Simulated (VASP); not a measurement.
TaS2:

```
Ta S
1.0
     3.35000    0.00000    0.00000
    -1.67500    2.90119    0.00000
     0.00000    0.00000    5.86000
Ta S
1 2
Direct
  0.00000 0.00000 0.00000
  0.66667 0.33333 0.75000
  0.33333 0.66667 0.25000
```

- Program: VASP 6.6.1
- Task: relaxation of cell and atoms
- Functional: optB86b-vdW
- Potentials or basis: VASP PAW PBE potentials, release 64 (Ta_pv, S)
- Cutoff: 600 eV
- k mesh: 9 × 9 × 5
- Occupations: fermi-dirac, width 0.05 eV
- Spin: no spin polarisation

At the start: pressure 7.3 GPa; volume 18.98 Å³/atom.

Q: How do energy, volume and symmetry change on relaxing?

A: Over 17 steps the energy falls by 34.0 meV/atom and the volume is 19.20 Å³/atom (+1.1 %); space group P-3m1 (No. 164, to 0.05 Å).

The path:
```tsv
step	energy change (eV)	largest force (eV/Å)	pressure (GPa)	volume (Å³)
1	0.0000	1.3223	7.35	56.95
2	0.1886	1.5581	-12.07	64.42
3	-0.0898	0.1303	-1.09	59.50
4	-0.0899	0.1698	-0.86	59.41
5	-0.0899	0.1905	-0.71	59.36
6	-0.0986	0.0993	-0.26	58.81
7	-0.0998	0.0539	-0.04	58.54
8	-0.0998	0.0517	-0.03	58.52
9	-0.1002	0.0338	-0.13	58.47
10	-0.1009	0.0192	-0.40	58.30
11	-0.1007	0.1255	-0.94	57.97
12	-0.1011	0.0575	-0.60	58.18
13	-0.1013	0.0530	-0.56	58.14
14	-0.1016	0.0403	-0.43	58.01
15	-0.1019	0.0138	-0.17	57.75
16	-0.1015	0.0386	0.44	57.24
17	-0.1020	0.0020	0.04	57.60
```

Final structure:
```
Ta S
1.0
     3.35020    0.00000    0.00000
    -1.67510    2.90136    0.00000
     0.00000    0.00000    5.92595
Ta S
1 2
Direct
  0.00000 0.00000 0.00000
  0.66667 0.33333 0.73945
  0.33333 0.66667 0.26055
```

Caveat: the PAW data sets were made with another functional, which shifts forces and pressure a little.
